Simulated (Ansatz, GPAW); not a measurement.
# The basis that the transmission of a Ge chain with a Pd atom on top of one atom needs, part 3 of 3

Aim: T(E), conductance and thermopower of a Ge chain with a Pd atom on top of one atom, and what cheaper settings cost in accuracy.

GPAW 26.7.0 and Ansatz 0.2.0; Ansatz plane waves; Landauer transmission by layers, zero bias (the session's first sound run).

So far, transmission at the Fermi level (one spin): step 2 (plane waves, LDA) 2.84; step 3 (double-zeta polarised basis, PBE, GPAW) 2.86; step 4 (single-zeta polarised basis, PBE, GPAW) 2.88; step 5 (GPAW, sz: basis = "sz(dzp)", PBE, GPAW) 2.88; step 6 (RPBE in the dzp basis: xc = "RPBE") 2.86.

## 9. Mixing 0.25

Mixing changes the road to self-consistency, not its end. The mixing history changes the road to self-consistency, not its end.

This step: GPAW LCAO, PAW setups; Landauer transmission from Green's functions with principal layers (ASE), zero bias (GPAW 26.7.0).

The input, run.py:

```python
import json
import numpy as np
from ase import Atoms
from ase.transport.calculators import TransportCalculator
from gpaw import GPAW, FermiDirac
from gpaw.lcao.tools import get_lcao_hamiltonian
from scipy.linalg import eigh

# The junction with lead layers at both ends, along the third cell vector
device = Atoms(
    ['Ge', 'Ge', 'Ge', 'Ge', 'Ge', 'Ge', 'Pd', 'Ge', 'Ge', 'Ge', 'Ge', 'Ge'],
    positions=[
        [4.50000, 4.50000, 1.17500],
        [4.50000, 4.50000, 3.52500],
        [4.50000, 4.50000, 5.87500],
        [4.50000, 4.50000, 8.22500],
        [4.50000, 4.50000, 10.57500],
        [4.50000, 4.50000, 12.92500],
        [6.80790, 4.50000, 12.92500],
        [4.50000, 4.50000, 15.27500],
        [4.50000, 4.50000, 17.62500],
        [4.50000, 4.50000, 19.97500],
        [4.50000, 4.50000, 22.32500],
        [4.50000, 4.50000, 24.67500]],
    cell=[[9.0, 0.0, 0.0], [0.0, 9.0, 0.0], [0.0, 0.0, 25.85]],
    pbc=True)

# One principal layer of the lead: the first 3 atoms of the device
lead = Atoms(
    ['Ge', 'Ge', 'Ge'],
    positions=[
        [4.50000, 4.50000, 1.17500],
        [4.50000, 4.50000, 3.52500],
        [4.50000, 4.50000, 5.87500]],
    cell=[[9.0, 0.0, 0.0], [0.0, 9.0, 0.0], [0.0, 0.0, 7.05]],
    pbc=True)

settings = dict(mode='lcao', basis='dzp', xc='PBE', h=0.2,
                occupations=FermiDirac(0.1), maxiter=250,
                mixer=dict(beta=0.25, nmaxold=5, weight=100.0),
                convergence=dict(density=0.0001))
energies = np.arange(-2, 2 + 1e-9, 0.05)
eta = 0.0001
n1, n2 = 1, 1
# k and -k transmit alike, so half of the mesh across the current serves
mesh = [(i, j) for i in range(n1) for j in range(n2) if (i, j) <= (-i % n1, -j % n2)]
weights = np.array([1 if (i, j) == (-i % n1, -j % n2) else 2 for i, j in mesh]) / (n1 * n2)

# [... helper functions left out ...]
fermi_lead = ground_state(lead, (1, 1, 16), 'lead.txt')
fermi_device = ground_state(device, (1, 1, 3), 'device.txt')
# [... loop over the mesh left out, but for ...]
        # Shift the lead onto the potential of the device's first layer
        shift = ((H[:, 0, 0] - H0[:, 0, 0]) / S0[0, 0]).real.mean()
# [...]
kT = 8.617333e-5 * 500
bias = [0.1, 0.2, 0.5, 1.0, 1.5, 2.0]
# [... integrals and printing left out ...]
```

Run with:

```
OMP_NUM_THREADS=1 OPENBLAS_NUM_THREADS=2 python run.py
```

What it wrote:

```text
basis functions: device 170, principal layer 39
Fermi level: lead -3.5427 eV, device -3.3666 eV; lead shifted by -0.0235 eV
largest coupling past the next layer 9.77e-06 eV, largest misfit of the first layer 0.013 eV
  E-E_F (eV)   T (one spin)  [channel counts left out]
    -2.000    5.7682e-01
    -1.950    6.1040e-01
    -1.900    6.2257e-01
    -1.850    6.1264e-01
    -1.800    5.7598e-01
    -1.750    5.0269e-01
    -1.700    3.7855e-01
    -1.650    2.0147e-01
    -1.600    3.6064e-02
    -1.550    1.2230e-02
    -1.500    1.1782e-01
    -1.450    2.0987e-01
    -1.400    2.0452e-01
    -1.350    7.9830e-02
    -1.300    2.2908e-02
    -1.250    4.1929e-01
[...]
1.650    2.8843e+00
     1.700    2.8647e+00
     1.750    2.8387e+00
     1.800    2.8036e+00
     1.850    2.7554e+00
     1.900    2.6882e+00
     1.950    2.5940e+00
     2.000    2.4636e+00
conductance at 500 K: 2.8603 G0 a cell; thermopower -0.8949 uV/K
current from the zero-bias T(E) at 0.1 V: 22.16 uA
current from the zero-bias T(E) at 0.2 V: 44.308 uA
current from the zero-bias T(E) at 0.5 V: 110.55 uA
current from the zero-bias T(E) at 1.0 V: 219.45 uA
current from the zero-bias T(E) at 1.5 V: 323.37 uA
current from the zero-bias T(E) at 2.0 V: 415.13 uA
```

It took 35 s on 2 threads of Arm Neoverse V2, shared host; peak memory 0.81 GiB.

Numbers from this step:

| Quantity | Value |
| --- | --- |
| conductance | 2.860 G₀ |
| largest coupling past the next principal layer | 9.77e-6 eV |
| largest misfit of the first principal layer | 0.01290 eV |
| shift that aligns the lead | -0.02346 eV |
| transmission at the Fermi level (one spin) | 2.862 |

One spin. The transmission, zone mean by energy, zero at the Fermi level:

| energy (eV) | transmission, zone mean |
| --- | --- |
| -2.00 | 0.577 |
| -1.90 | 0.623 |
| -1.80 | 0.576 |
| -1.70 | 0.379 |
| -1.55 | 0.0122 |
| -1.45 | 0.210 |
| -1.35 | 0.0798 |
| -1.25 | 0.419 |
| -1.15 | 0.906 |
| -1.05 | 1.26 |
| -0.95 | 2.24 |
| -0.90 | 1.84 |
| -0.80 | 1.45 |
| -0.70 | 2.49 |
| -0.60 | 2.56 |
| -0.50 | 2.63 |
| -0.40 | 2.70 |
| -0.25 | 2.79 |
| -0.15 | 2.82 |
| -0.05 | 2.85 |
| 0.00 | 2.86 |
| 0.05 | 2.87 |
| 0.15 | 2.89 |
| 0.25 | 2.90 |
| 0.40 | 2.91 |
| 0.50 | 2.92 |
| 0.60 | 2.93 |
| 0.70 | 2.93 |
| 0.80 | 2.94 |
| 0.90 | 2.94 |
| 1.05 | 2.95 |
| 1.10 | 2.95 |
| 1.15 | 2.95 |
| 1.25 | 2.94 |
| 1.35 | 2.94 |
| 1.45 | 2.93 |
| 1.55 | 2.91 |
| 1.70 | 2.86 |
| 1.80 | 2.80 |
| 1.90 | 2.69 |
| 2.00 | 2.46 |

Not self-consistent under bias; the bias window is split evenly. Current through one cell, from the zero-bias transmission against bias:

| bias (V) | current through one cell, from the zero-bias transmission (μA) |
| --- | --- |
| 0.100 | 22.2 |
| 0.200 | 44.3 |
| 0.500 | 111 |
| 1.000 | 219 |
| 1.500 | 323 |
| 2.000 | 415 |

Table of transmission of the three most open eigenchannels by energy, zero at the Fermi level:

| energy (eV) | channel 1 | channel 2 | channel 3 |
| --- | --- | --- | --- |
| -2.00 | 0.577 | 0 | 0 |
| -1.90 | 0.623 | 0 | 0 |
| -1.80 | 0.576 | 0 | 0 |
| -1.70 | 0.379 | 0 | 0 |
| -1.55 | 0.0122 | 3.0e-12 | 0 |
| -1.45 | 0.210 | 2.1e-12 | 0 |
| -1.35 | 0.0798 | 1.5e-10 | 0 |
| -1.25 | 0.419 | 9.1e-10 | 1.2e-12 |
| -1.15 | 0.906 | 2.8e-7 | 6.6e-9 |
| -1.05 | 0.986 | 0.215 | 0.0603 |
| -0.90 | 0.996 | 0.593 | 0.247 |
| -0.80 | 0.998 | 0.455 | 1.4e-5 |
| -0.70 | 0.996 | 0.973 | 0.523 |
| -0.60 | 0.997 | 0.932 | 0.630 |
| -0.50 | 0.998 | 0.901 | 0.730 |
| -0.40 | 0.998 | 0.898 | 0.806 |
| -0.25 | 0.999 | 0.911 | 0.877 |
| -0.15 | 0.999 | 0.923 | 0.903 |
| -0.05 | 0.999 | 0.932 | 0.920 |
| 0.00 | 0.999 | 0.937 | 0.927 |
| 0.05 | 0.999 | 0.940 | 0.932 |
| 0.15 | 0.999 | 0.946 | 0.942 |
| 0.25 | 0.999 | 0.950 | 0.950 |
| 0.40 | 0.999 | 0.960 | 0.954 |
| 0.50 | 0.999 | 0.967 | 0.956 |
| 0.60 | 0.999 | 0.972 | 0.957 |
| 0.70 | 0.999 | 0.978 | 0.958 |
| 0.80 | 0.999 | 0.982 | 0.958 |
| 0.90 | 0.999 | 0.986 | 0.958 |
| 1.05 | 0.999 | 0.990 | 0.956 |
| 1.15 | 0.999 | 0.992 | 0.953 |
| 1.25 | 0.999 | 0.994 | 0.949 |
| 1.35 | 1.000 | 0.995 | 0.942 |
| 1.45 | 1.000 | 0.996 | 0.931 |
| 1.55 | 1.000 | 0.997 | 0.914 |
| 1.70 | 1.000 | 0.998 | 0.867 |
| 1.80 | 1.000 | 0.998 | 0.806 |
| 1.90 | 1.000 | 0.999 | 0.690 |
| 2.00 | 1.000 | 0.999 | 0.465 |

The conductance equals that of the dzp run to 0.2 %.

## 10. What came out

```yaml
conductance: 2.86 G₀
transmission_at_the_fermi_level_mean_of_the_spins: 2.86
thermopower: about 0 (under 1.5 μV/K)
```

In words: In the dzp basis the junction conducts 2.86 G₀ at 500 K, with T = 2.86 a spin at the Fermi level; the sz basis reaches that conductance within 10 %. Plane waves (LDA) give T = 2.84 there. At the Fermi level the three most open eigenchannels pass 1.00, 0.94 and 0.93. Measured against the first run (pw-lda), the nearest curve is that of dzp-RPBE (r.m.s. 0.22) and the farthest that of szp (0.27). Over the compared runs wall time goes from 21 s (sz) to 191 s (pw-lda), on a shared host. The geometry was built from estimated bond lengths and not relaxed, so the numbers describe this model structure. The run had no spin polarisation, so a magnetic state, which chains and small molecules with open shells often have, wasn't tested. An evenly spaced straight chain is an idealisation: free chains tend to dimerise, zigzag or, where a band edge lies near the Fermi level, turn magnetic. The currents use the zero-bias T(E) throughout, which holds only while the bias is small against the distance to the nearest feature.

[Logs are printed without paths, hosts, clocks, repeated set-up lines and the standing remarks that a program may print on its own settings, such as how far it seeks lower states.]

[Hosts, paths, dates, database ids (printed as entryN), source tags and the programs' standing remarks are cut or masked in the printed files.]
